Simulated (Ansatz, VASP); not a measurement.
One calculation of HgTe, two programs

Contents of INCAR:

```
ALGO     = Normal         # electronic algorithm
EDIFF    = 1E-7           # SCF threshold, eV
ENCUT    = 520            # plane-wave cutoff, eV
GGA      = PS             # functional
ISIF     = 2              # what is computed and relaxed
ISMEAR   = -1             # smearing method
LASPH    = True           # aspherical terms in the spheres
LCHARG   = False          # write CHGCAR
LREAL    = False          # projectors in reciprocal space
LWAVE    = False          # write WAVECAR
NBANDS   = 16             # bands
NELM     = 100            # most SCF steps
PREC     = Accurate       # precision mode
SIGMA    = 0.05           # smearing width, eV
```

Contents of KPOINTS:

```
k-points
0
Gamma
  7 7 7
```

POSCAR

```
HgTe
1.0
    0.0000000000      3.2423687753      3.2423687753
    3.2423687753      0.0000000000      3.2423687753
    3.2423687753      3.2423687753      0.0000000000
Hg Te
1 1
Direct
    0.0000000000      0.0000000000      0.0000000000
    0.5000000000      0.5000000000      0.5000000000
```

input.yaml

```yaml
crystal:
  lattice:
    - [0.0, 3.2423687753, 3.2423687753]
    - [3.2423687753, 0.0, 3.2423687753]
    - [3.2423687753, 3.2423687753, 0.0]
  atoms:
    - { symbol: Hg, position: [0.0, 0.0, 0.0] }
    - { symbol: Te, position: [0.5, 0.5, 0.5] }
kpoints:
  mp_grid: { grid: [7, 7, 7] }
scf:
  occupations: { method: fermi_dirac, width: 0.05 }
hamiltonian:
  xc: pbesol
  pseudopotentials: { kind: all_electron, lapw: { basis_error: 0.001 } }
output:
  forces: true
  stress: true
  eigenvalues: true
```

Change from the starting cell: volume scaled by 1.06.

Alike in both runs: task single point; functional PBEsol; k mesh 7 × 7 × 7; occupations fermi-dirac, width 0.05 eV; no spin polarisation.

|  | VASP | Ansatz |
| --- | --- | --- |
| version | VASP 6.6.1 | Ansatz 0.2.0 |
| potentials or method | VASP PAW PBE potentials, release 64 (Hg, Te) | all-electron LAPW, scalar-relativistic |
| plane-wave cutoff (eV) | 520 | see its input |

```csv
,VASP,Ansatz,Ansatz less VASP
gap on the k mesh at the Fermi level (eV),none,none,-
pressure (GPa),-7.3,-7.4,-0.05
```

A gap of «none» marks a metal or a gap that the smearing closes. Ansatz ran all-electron here, so the differences hold the error of VASP's frozen core and of both bases.

Caveats: the PAW data sets were made with another functional, which shifts forces and pressure a little (VASP). The runs have no spin-orbit coupling, so splittings on Hg, Te are missing.
